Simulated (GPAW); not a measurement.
Set up this calculation in GPAW 26.7.0, as an ASE script.

- Task: relaxation of cell and atoms
- Functional: PBEsol
- Potentials or basis: PAW data sets generated in the run's folder for this functional
- Cutoff: 600 eV
- Basis: pw
- k mesh: 11 × 11 × 11
- Occupations: fermi-dirac, width 0.05 eV
- Spin: no spin polarisation
- Target pressure: 5 GPa
- Maxiter: 150
- Optimizer: BFGS
- Fmax: 0.02 eV/Å
- Max steps: 60
- Target pressure: 5 GPa
- Convergence: density=1e-05 forces=0.0001

Nb:

```
Nb
1.0
    -1.66395    1.66395    1.66395
     1.66395   -1.66395    1.66395
     1.66395    1.66395   -1.66395
Nb
1
Direct
  0.00000 0.00000 0.00000
```

The input as run:

run.py

```python
from ase import Atoms
from ase.filters import FrechetCellFilter
from ase.io import write
from ase.optimize import BFGS
from ase.units import GPa
from gpaw import GPAW, PW, setup_paths

setup_paths.insert(0, '.')

atoms = Atoms(['Nb'],
              cell=[[-1.66395, 1.66395, 1.66395],
                    [1.66395, -1.66395, 1.66395],
                    [1.66395, 1.66395, -1.66395]],
              scaled_positions=[[0.0, 0.0, 0.0]],
              pbc=True)

calc = GPAW(mode=PW(600),
            xc='PBEsol',
            kpts={'size': (11, 11, 11), 'gamma': True},
            occupations={'name': 'fermi-dirac', 'width': 0.05},
            nbands=15,
            convergence={'density': 1e-05, 'forces': 0.0001},
            maxiter=150,
            txt='gpaw.txt')
atoms.calc = calc
opt = BFGS(FrechetCellFilter(atoms, scalar_pressure=5 * GPa), trajectory='relax.traj', logfile='-')
done = opt.run(fmax=0.02, steps=60)
calc.write('gs.gpw')
write('result.traj', atoms)
print('Converged:', done)
print('Cell:', atoms.cell.cellpar().round(4))
print('Volume:', round(atoms.get_volume(), 4))
print(atoms.get_scaled_positions().round(5))
```

Potentials or basis: PAW data sets generated in the run's folder for this functional, pw.

Command:

```sh
$ gpaw-setup -f PBEsol Nb
$ OMP_NUM_THREADS=1 python run.py
```

Results of the run:

The relaxed volume is 17.05 Å³/atom, the relaxed cell is a = 2.808 Å, b = 2.808 Å, c = 2.808 Å, α = 109.47°, β = 109.47°, γ = 109.47° and the space group after relaxing (to 0.05 Å) is Im-3m (No. 229). The energy change on relaxing (the enthalpy is what falls) is -16.4 meV/atom, the ionic steps are 3 and the pressure after relaxing is 5.1 GPa. The band gap on the k mesh is none (metal or under the smearing width).

Caveat: later steps reuse the first step's grids.

It took 41 s on 1 thread of Intel(R) Xeon(R) Platinum 8375C CPU @ 2.90GHz (Ice Lake) (shared host), peak memory 0.15 GiB.
